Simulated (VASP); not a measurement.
# ZrB2 (series) (P6/mmm) in VASP: further runs

The runs below take ZrB2 (series) through single point, with PBE.

Everything below comes from runs of VASP 6.6.1. Logs are shortened: lines on timing, memory, paths and dates and some standing lists are left out, and cuts for length are marked.

**1. The crystal as given**

The structure is hexagonal, space group P6/mmm (No. 191). Conventional cell: a = 3.170 Å, b = 3.170 Å, c = 3.533 Å, α = 90.00°, β = 90.00°, γ = 120.00°. Zr (site symmetry 6/mmm) is surrounded by 12 B at 2.54 Å. B (site symmetry -6m2) has 3 B at 1.83 Å as nearest neighbours.

**2. Single point, PBE (cutoff)**

Contents of INCAR:

```
ALGO = Normal
EDIFF = 1E-6
ENCUT = 520
GGA = PE
ISIF = 2
ISMEAR = 0
LASPH = T
LCHARG = F
LREAL = F
LWAVE = F
NBANDS = 16
NELM = 100
PREC = Accurate
SIGMA = 0.1
```

Contents of KPOINTS:

```
k-points
0
Gamma
  12 12 10
```

Contents of POSCAR:

```
ZrB2
1.0
    3.1700000000      0.0000000000      0.0000000000
   -1.5850000000      2.7453005300      0.0000000000
    0.0000000000      0.0000000000      3.5330000000
Zr B
1 2
Direct
    0.0000000000      0.0000000000      0.0000000000
    0.3333333333      0.6666666667      0.5000000000
    0.6666666667      0.3333333333      0.5000000000
```

Potentials or basis: VASP PAW PBE potentials, release 64 (Zr_sv, B).

On the command line:

```console
cat potpaw_PBE.64/Zr_sv/POTCAR potpaw_PBE.64/B/POTCAR > POTCAR
mpirun -np 1 vasp_std > vasp.out
```

OUTCAR:

```text
EDIFF = 1E-6
   ENCUT = 520
   GGA = PE
   ISIF = 2
   ISMEAR = 0
   LASPH = T
   LREAL = F
   NELM = 100
   PREC = Accurate

 ion  position               nearest neighbor table
   1  0.000  0.000  0.000-   2 2.54   3 2.54   2 2.54   3 2.54   3 2.54   3 2.54   2 2.54   2 2.54
                             3 2.54   3 2.54   2 2.54   2 2.54
   2  0.333  0.667  0.500-   3 1.83   3 1.83   3 1.83   1 2.54   1 2.54   1 2.54   1 2.54   1 2.54
                             1 2.54
   3  0.667  0.333  0.500-   2 1.83   2 1.83   2 1.83   1 2.54   1 2.54   1 2.54   1 2.54   1 2.54
                             1 2.54

  LATTYP: Found a hexagonal cell.
 ALAT       =     3.1700000000
 C/A-ratio  =     1.1145110410

  Lattice vectors:

 A1 = (   3.1700000000,   0.0000000000,   0.0000000000)
 A2 = (  -1.5850000000,   2.7453005300,   0.0000000000)
 A3 = (   0.0000000000,   0.0000000000,   3.5330000000)

Analysis of symmetry for initial positions (statically):
=====================================================================
 Subroutine PRICEL returns:
 Original cell was already a primitive cell.

 Routine SETGRP: Setting up the symmetry group for a
 hexagonal supercell.

 Subroutine GETGRP returns: Found 24 space group operations
 (whereof 24 operations were pure point group operations)
 out of a pool of 24 trial point group operations.

The static configuration has the point symmetry D_6h.

Analysis of symmetry for dynamics (positions and initial velocities):
=====================================================================
 Subroutine PRICEL returns:
 Original cell was already a primitive cell.

 Routine SETGRP: Setting up the symmetry group for a
 hexagonal supercell.

 Subroutine GETGRP returns: Found 24 space group operations
 (whereof 24 operations were pure point group operations)
 out of a pool of 24 trial point group operations.

The dynamic configuration has the point symmetry D_6h.

 Subroutine INISYM returns: Found 24 space group operations
 (whereof 24 operations are pure point group operations),
 and found     1 'primitive' translations

----------------------------------------------------------------------------------------

                                     Primitive cell

[... 90 lines left out ...]
   ENCUT  =  520.0 eV  38.22 Ry    6.18 a.u.   5.89  5.89  6.57*2*pi/ulx,y,z
   NELM   =    100;   NELMIN=  2; NELMDL= -5     # of ELM steps
   EDIFF  = 0.1E-05   stopping-criterion for ELM
   LREAL  =      F    real-space projection
   EDIFFG = 0.1E-04   stopping-criterion for IOM
   NSW    =      0    number of steps for IOM
   IBRION =     -1    ionic relax: 0-MD 1-quasi-New 2-CG
   NFREE  =      0    steps in history (QN), initial steepest desc. (CG)
   ISIF   =      2    stress and relaxation
   ISYM   =      2    0-nonsym 1-usesym 2-fastsym
   POTIM  = 0.5000    time-step for ionic-motion
   TEBEG  =    0.0;   TEEND  =   0.0 temperature during run
   PSTRESS=    0.0 pullay stress
   NELECT =      18.0000    total number of electrons
   NUPDOWN=      -1.0000    fix difference up-down
   EMIN   =  10.00;   EMAX   =-10.00  energy-range for DOS
   EFERMI =   0.00;   METHOD = LEGACY
   ISMEAR =     0;   SIGMA  =   0.10  broadening in eV -4-tet -1-fermi 0-gaus
   EFERMI_NEDOS =   21; number of points for ismear=-14 and -15
   IALGO  =     38    algorithm
   IMIX   =      4    mixing-type and parameters
     AMIX     =   0.40;   BMIX     =  1.00
     AMIX_MAG =   1.60;   BMIX_MAG =  1.00
  volume/ion in A,a.u.               =      10.25        69.16
  Fermi-wavevector in a.u.,A,eV,Ry     =   1.369519  2.588016 25.518847  1.875582
  Thomas-Fermi vector in A             =   2.495387
   LORBIT       =      0    0 simple, 1 ext, 2 COOP (PROOUT), +10 PAW based schemes
   GGA     = PE    functional components
   LHFCALC =     F    Hartree Fock is set to
   AEXX    =    0.0000 exact exchange contribution
   IVDW    =     0    specifies the selected vdW correction
   LEPSILON=     F    determine dielectric tensor
   LRPA    =     F    only Hartree local field effects (RPA)
 non-spin polarized calculation
 Gauss-broadening in eV      SIGMA  =   0.10
  energy-cutoff  :      520.00
  volume of cell :       30.75
 maximum number of plane-waves:       844
 NGX is ok and might be reduce to    24
   NGX = 11   NGY = 11   NGZ = 13

 number of electron      18.0000000 magnetization

 Free energy of the ion-electron system (eV)
  ---------------------------------------------------
  ext. energy  EPLUGINS =         0.00000000
  ---------------------------------------------------
  free energy    TOTEN  =       -24.97994234 eV

  energy without entropy =      -24.97818029  energy(sigma->0) =      -24.97906132

 E-fermi :  10.6237     XC(G=0): -12.4433

 val. band max:       10.6178846449   @ k =   0.0833   0.0000   0.3000
 cond. band min:      10.6265263965   @ k =   0.0833   0.0833   0.3000
 fundamental gap:      0.0086417516
 Fermi energy:        10.6237295484

 k-point     1 :       0.0000    0.0000    0.0000
  band No.  band energies     occupation
      1     -38.1069      2.00000
      2     -16.2924      2.00000
      3     -15.7410      2.00000
      4     -15.7410      2.00000
      5      -2.2032      2.00000
      6       7.8958      2.00000
[... 433 lines left out ...]
      3     -16.1928      2.00000
      4     -15.8985      2.00000
      5      -0.1629      2.00000
      6       4.0728      2.00000
[... 8 lines left out ...]
     15      18.2691      0.00000
     16      21.0000      0.00000

 [... further k-points ...]

------------------------ aborting loop because EDIFF is reached ----------------------------------------

  FORCE on cell =-STRESS in cart. coord.  units (eV):
  Direction    XX          YY          ZZ          XY          YZ          ZX
  --------------------------------------------------------------------------------------
  -------------------------------------------------------------------------------------
  Total        0.1175225      0.1175225      0.2843559      0.0000000      0.0000000     -0.0000000
  in kB        6.1240493      6.1240493     14.8176727      0.0000000      0.0000000     -0.0000000
  external PRESSURE =       9.0219238 kB  Pullay stress =       0.0000000 kB

 VOLUME and BASIS-vectors are now :
 -----------------------------------------------------------------------------
  energy-cutoff  :      520.00
  volume of cell :       30.75
      direct lattice vectors                 reciprocal lattice vectors
     3.170000000  0.000000000  0.000000000     0.315457413  0.182129422  0.000000000
    -1.585000000  2.745300530  0.000000000     0.000000000  0.364258845  0.000000000
     0.000000000  0.000000000  3.533000000     0.000000000  0.000000000  0.283045570

 POSITION                                       TOTAL-FORCE (eV/Angst)
 -----------------------------------------------------------------------------------
      0.00000      0.00000      0.00000        -0.000000      0.000000      0.000000
     -0.00000      1.83020      1.76650         0.000000      0.000000      0.000000
      1.58500      0.91510      1.76650        -0.000000      0.000000      0.000000
 -----------------------------------------------------------------------------------
    total drift:                               -0.000000      0.000000      0.000000

  FREE ENERGIE OF THE ION-ELECTRON SYSTEM (eV)
  ---------------------------------------------------
  free  energy   TOTEN  =       -24.9799423431 eV

  energy  without entropy=      -24.9781802906  energy(sigma->0) =      -24.97906132
```

stdout:

```text
POSCAR found type information on POSCAR ZrB
 POSCAR found :  2 types and       3 ions
 scaLAPACK will be used
 LDA part: xc-table for (Slater+PW92), standard interpolation
 POSCAR, INCAR and KPOINTS ok, starting setup
 FFT: planning ... GRIDC
 FFT: planning ... GRID_SOFT
 FFT: planning ... GRID
 WAVECAR not read
 entering main loop
```

Run time: 22 s. Hardware: 1 thread of Intel Xeon Platinum 8488C (Sapphire Rapids), shared host; peak memory 0.18 GiB.

Results:

* Free energy: -24.9799 eV
* Pressure: 0.9 GPa
* Band gap on the k mesh: none (metal or under the smearing width)

Stress tensor (GPa, compression positive):
```
0.61 0.00 0.00
0.00 0.61 0.00
0.00 0.00 1.48
```

Levels at points of the mesh, in eV from the Fermi level:
```csv
k point,band 5,band 6,band 7,band 8,band 9,band 10,band 11,band 12,band 13,band 14
"(0.00, 0.00, 0.00)",-12.83,-2.73,-2.73,-2.68,-2.45,3.30,3.30,4.08,4.08,4.76
"(0.50, 0.00, 0.00)",-9.06,-8.61,-3.99,-3.16,-2.78,2.13,2.21,4.83,4.90,6.42
"(0.00, 0.00, 0.50)",-10.80,-7.06,-1.06,-1.06,0.23,0.23,0.68,0.68,1.73,4.94
"(0.50, 0.00, 0.50)",-10.02,-7.09,-4.71,-4.23,-2.11,3.64,3.98,5.20,6.14,6.38
```

**3. Single point, PBE**

Contents of INCAR:

```
PREC = Accurate
ENCUT = 520
EDIFF = 1E-6
ISMEAR = 0
SIGMA = 0.1
LREAL = False
LASPH = True
NELM = 100
ALGO = Fast
ISIF = 2
LWAVE = False
LCHARG = False
GGA = PE
NBANDS = 16
```

Contents of KPOINTS:

```
regular mesh
0
Gamma
  15 15 12
```

POSCAR is that of step 2.

Potentials or basis: VASP PAW PBE potentials, release 64 (Zr_sv, B).

On the command line:

```console
cat potpaw_PBE.64/Zr_sv/POTCAR potpaw_PBE.64/B/POTCAR > POTCAR
mpirun -np 1 vasp_std > vasp.out
```

Wall time 66 s (1 thread of Intel Xeon Platinum 8488C (Sapphire Rapids), shared host); peak memory 0.21 GiB.

It converged, with:

* Free energy: -24.9787 eV
* Pressure: 0.9 GPa
* Band gap on the k mesh: none (metal or under the smearing width)

Stress tensor (GPa, compression positive):
```
0.64 0.00 0.00
0.00 0.64 0.00
0.00 0.00 1.42
```

Levels at points of the mesh, in eV from the Fermi level:
```
           k point  band 5  band 6  band 7  band 8  band 9  band 10  band 11  band 12  band 13  band 14
(0.00, 0.00, 0.00)  -12.73   -2.63   -2.63   -2.58   -2.35     3.40     3.40     4.18     4.18     4.86
(0.00, 0.00, 0.50)  -10.70   -6.96   -0.97   -0.97    0.33     0.33     0.78     0.78     1.84     5.04
```
